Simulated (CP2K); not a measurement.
Crystal: InSe.

```
CELL_PARAMETERS angstrom
6.17806 0.00000 0.00000
4.81142 3.87539 0.00000
-1.62514 -0.57310 4.77135
ATOMIC_POSITIONS crystal
In 0.88820 0.88820 0.04684
In 0.11180 0.11180 0.95316
Se 0.66093 0.66093 0.66896
Se 0.33907 0.33907 0.33104
```

The cell comes from a database or a generator and needn't be the stable form of this composition.

Program: CP2K 2026.2. Alike in all runs: task band structure; no spin polarisation; cell as given; k mesh 7 × 7 × 6.

Problem. Order these runs on this cell by their band gap on the k mesh, lowest first.
A. level SCAN; potentials or basis POTENTIAL_UZH In GTH-SCAN-q13, Se GTH-SCAN-q6; TZVP-MOLOPT-SCAN-GTH basis; smearing fermi-dirac 0.01 eV; EPS_DEFAULT 1.0E-10; NGRIDS 4; points a segment of the path (NPOINTS) 6; bands added on the path 6; CUTOFF of the grids 675 Ry
B. level LDA; potentials or basis GTH_POTENTIALS In GTH-PADE-q13, Se GTH-PADE-q6; TZVP-MOLOPT-PBE-GTH basis; smearing fermi-dirac 0.0259 eV; EPS_DEFAULT 1.0E-9; NGRIDS 4; points a segment of the path (NPOINTS) 8; bands added on the path 4; CUTOFF of the grids 450 Ry
C. level TASK; potentials or basis POTENTIAL_UZH In GTH-SCAN-q13, Se GTH-SCAN-q6; TZVP-MOLOPT-SCAN-GTH basis; smearing fermi-dirac 0.0259 eV; EPS_DEFAULT 1.0E-10; NGRIDS 5; points a segment of the path (NPOINTS) 8; bands added on the path 6; CUTOFF of the grids 675 Ry

Solution. B (0.98 eV), A (1.33 eV), C (1.55 eV).

Caveats: spin-orbit coupling is left out, which moves the levels of the heavy elements; the basis of atomic orbitals isn't converged, which shifts pressures, moduli and gaps.

A k mesh can miss the band edges.

Not every run made on this cell is shown here.
